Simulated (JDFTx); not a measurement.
Here is a JDFTx 1.7.0 (patched build) calculation.

SiO2.in

```
lattice \
    9.5791613548    -4.7895806773     0.0000000000 \
    0.0000000000     8.2957970802     0.0000000000 \
    0.0000000000     0.0000000000    16.1731993813
coords-type Lattice
ion Si     0.3333333333     0.6666666667     0.4371258000 1
ion Si     0.3333333333     0.6666666667     0.0628742000 1
ion Si     0.6666666667     0.3333333333     0.5628742000 1
ion Si     0.6666666667     0.3333333333     0.9371258000 1
ion O      0.4212587450     0.0000000000     0.0000000000 1
ion O      0.3333333333     0.6666666667     0.2500000000 1
ion O      0.6666666667     0.3333333333     0.7500000000 1
ion O      0.0000000000     0.5787412550     0.5000000000 1
ion O      0.5787412550     0.5787412550     0.0000000000 1
ion O      0.5787412550     0.0000000000     0.5000000000 1
ion O      0.4212587450     0.4212587450     0.5000000000 1
ion O      0.0000000000     0.4212587450     0.0000000000 1

ion-species pseudo/Si.upf
ion-species pseudo/O.upf
elec-cutoff 42 336
elec-ex-corr gga-PBE
kpoint-folding 6 6 3
elec-smearing Fermi 0.0018374661
elec-n-bands 41
electronic-SCF nIterations 100 energyDiffThreshold 1e-09
electronic-minimize nIterations 30 energyDiffThreshold 1e-7
converge-empty-states yes
forces-output-coords Cartesian

dump-name run.$VAR
dump End Ecomponents EigStats BandEigs Kpoints Forces Stress
```

Potentials or basis: PseudoDojo-SR-PBE-0.5-standard with smoothed tails.

Run with:

```sh
$ jdftx -c 1 -i SiO2.in -o SiO2.out
```

Problem. Estimate the band gap on the k mesh.

Solution. 5.65 eV, indirect (least direct gap 5.66 eV).

Problem. Estimate the Loewdin charges.

Solution. Si +1.87; O -0.83, -0.84 e.

Problem. Predict the pressure.

Solution. 3.6 GPa.

Forces on the atoms (eV/Å):
```
Si   0.000  0.000  0.027
Si   0.000  0.000 -0.027
Si   0.000  0.000 -0.027
Si   0.000  0.000  0.027
O   -0.219  0.000  0.000
O    0.000  0.000  0.000
O    0.000  0.000  0.000
O   -0.110  0.190  0.000
O    0.110  0.190  0.000
O    0.219  0.000  0.000
O   -0.110 -0.190  0.000
O    0.110 -0.190  0.000
```

Caveat: the empty levels aren't tightly converged; an odd mesh through Γ misses points on the zone boundary, where band edges often lie.
